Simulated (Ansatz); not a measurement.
**C₄H₆: how energies converge with the basis set**

How large a basis does C₄H₆ need? Two functionals are run in growing sets.

The runs use Ansatz 0.2.0, Gaussian basis; one geometry, several basis sets.

Levels to be run: PBE0-D4/def2-SVP; ωB97M-V/def2-SVP; PBE0-D4/def2-QZVPP; ωB97M-V/def2-QZVPP; the functionals' def2-TZVPP values are taken from earlier runs.

## 1. Structure used throughout

All runs share one geometry, relaxed beforehand with PBE0-D4 in a triple-zeta def2 set.

10 atoms, charge 0, spin multiplicity 1.

Atoms are counted from 1 here; the program's logs count them from 0.

Bond lengths: C1–C2 1.314 Å, C1–H5 1.085 Å, C1–H6 1.085 Å, C2–C3 1.458 Å, C2–C4 1.458 Å, C3–C4 1.528 Å, C3–H7 1.085 Å, C3–H8 1.085 Å, C4–H9 1.085 Å, C4–H10 1.085 Å. Angles: C2–C1–H5 121.2°, C2–C1–H6 121.2°, H5–C1–H6 117.5°, C1–C2–C3 148.4°, C1–C2–C4 148.4°, C3–C2–C4 63.2°, C2–C3–C4 58.4°, C2–C3–H7 118.7°, C2–C3–H8 118.7°, C4–C3–H7 117.7°, C4–C3–H8 117.7°, H7–C3–H8 114.4°, C2–C4–C3 58.4°, C2–C4–H9 118.7°, C2–C4–H10 118.7°, C3–C4–H9 117.7°, C3–C4–H10 117.7°, H9–C4–H10 114.4°.

## 2. PBE0-D4 in def2-SVP

in.yaml reads:

```yaml
crystal:
  periodic: [false, false, false]
  atoms:
    - {symbol: C, position_ang: [-1.238048, 0.744193, -0.827321]}
    - {symbol: C, position_ang: [-0.259128, 0.155503, -0.176931]}
    - {symbol: C, position_ang: [0.567930, -1.029795, 0.015131]}
    - {symbol: C, position_ang: [0.764168, 0.228612, 0.859112]}
    - {symbol: H, position_ang: [-1.775997, 0.232164, -1.618004]}
    - {symbol: H, position_ang: [-1.537916, 1.760134, -0.593463]}
    - {symbol: H, position_ang: [0.130490, -1.898001, 0.497495]}
    - {symbol: H, position_ang: [1.324568, -1.263078, -0.727082]}
    - {symbol: H, position_ang: [1.650550, 0.827082, 0.674785]}
    - {symbol: H, position_ang: [0.456383, 0.191988, 1.899179]}
basis:
  gaussian: {orbitals: def2-SVP}
hamiltonian: {xc: pbe0, dispersion: d4}
output: {orbitals: {seedname: orbitals}}
```

Run with:

```bash
> ansatz run in.yaml --threads 4 --pin off --events-out ev --progress --plain --max-ram 10444MiB
```

After this run come: ωB97M-V in def2-SVP; PBE0-D4 in def2-QZVPP; ωB97M-V in def2-QZVPP.

Before running them: what should the planned runs give, taken together? Wanted: PBE0-D4: double and triple zeta above quadruple; ωB97M-V: double and triple zeta above quadruple.

**Answer**, as computed:

| quantity | value |
| --- | --- |
| PBE0-D4: double and triple zeta above quadruple | 4.80, 0.23 eV |
| ωB97M-V: double and triple zeta above quadruple | 5.04, 0.22 eV |

PBE0-D4 gains 4.56 eV from double to triple zeta, then 0.23 eV more. These are total energies; as a rule much of such shifts cancels in differences, which this series doesn't test. The LUMO of ωB97M-V is positive and keeps falling with the basis (2.47 to 1.91 eV): an unbound level that the basis holds in place.
